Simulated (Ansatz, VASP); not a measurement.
# HgTe in VASP and in Ansatz

INCAR

```
SYSTEM = HgTe
PREC     = Accurate       ! precision mode
ENCUT    = 520            ! plane-wave cutoff, eV
EDIFF    = 1E-6           ! SCF threshold, eV
ISMEAR   = 0              ! smearing method
SIGMA    = 0.1            ! smearing width, eV
LREAL    = .FALSE.        ! projectors in reciprocal space
LASPH    = .TRUE.         ! aspherical terms in the spheres
NELM     = 100            ! most SCF steps
ALGO     = Normal         ! electronic algorithm
ISIF     = 2              ! what is computed and relaxed
LWAVE    = .FALSE.        ! write WAVECAR
LCHARG   = .FALSE.        ! write CHGCAR
GGA      = PS             ! functional
NBANDS   = 16             ! bands
```

File KPOINTS:

```
regular mesh
0
G
  12 12 12
  0 0 0
```

POSCAR

```
HgTe
1.0
    0.0000000000      3.1189415855      3.1189415855
    3.1189415855      0.0000000000      3.1189415855
    3.1189415855      3.1189415855      0.0000000000
Hg Te
1 1
Direct
    0.0000000000      0.0000000000      0.0000000000
    0.2500000000      0.2500000000      0.2500000000
```

Input for Ansatz:

```yaml
crystal:
  lattice:
    - [0.0, 3.1189415855, 3.1189415855]
    - [3.1189415855, 0.0, 3.1189415855]
    - [3.1189415855, 3.1189415855, 0.0]
  atoms:
    - { symbol: Hg, position: [0.0, 0.0, 0.0] }
    - { symbol: Te, position: [0.25, 0.25, 0.25] }
basis:
  ecutwfc: 420
kpoints:
  mp_grid: { grid: [12, 12, 12] }
hamiltonian:
  xc: pbesol
scf:
  occupations: { method: gaussian, width: 0.1 }
output:
  forces: true
  stress: true
  eigenvalues: true
```

Alike in both runs: task single point; functional PBEsol; k mesh 12 × 12 × 12; occupations gaussian, width 0.1 eV; no spin polarisation.

```csv
,VASP,Ansatz
version,VASP 6.6.1,Ansatz 0.2.0
potentials or method,"VASP PAW PBE potentials, release 64 (Hg, Te)","scalar-relativistic, plane waves, PAW"
plane-wave cutoff (eV),520,420
valence electrons in the cell,18,36
```

Ansatz gave:

| Quantity | Value |
| --- | --- |
| gap on the k mesh at the Fermi level (eV) | none |
| pressure (GPa) | 7.5 |

Problem. Which values does VASP return?

Solution. gap on the k mesh at the Fermi level (eV): none; pressure (GPa): 7.7.

A gap of «none» marks a metal or a gap that the smearing closes. The two sets of potentials don't hold the same shells in valence.

Caveats: the PAW data sets were made with another functional, which shifts forces and pressure a little (VASP). Spin-orbit coupling is left out, which matters for the levels of Hg, Te.
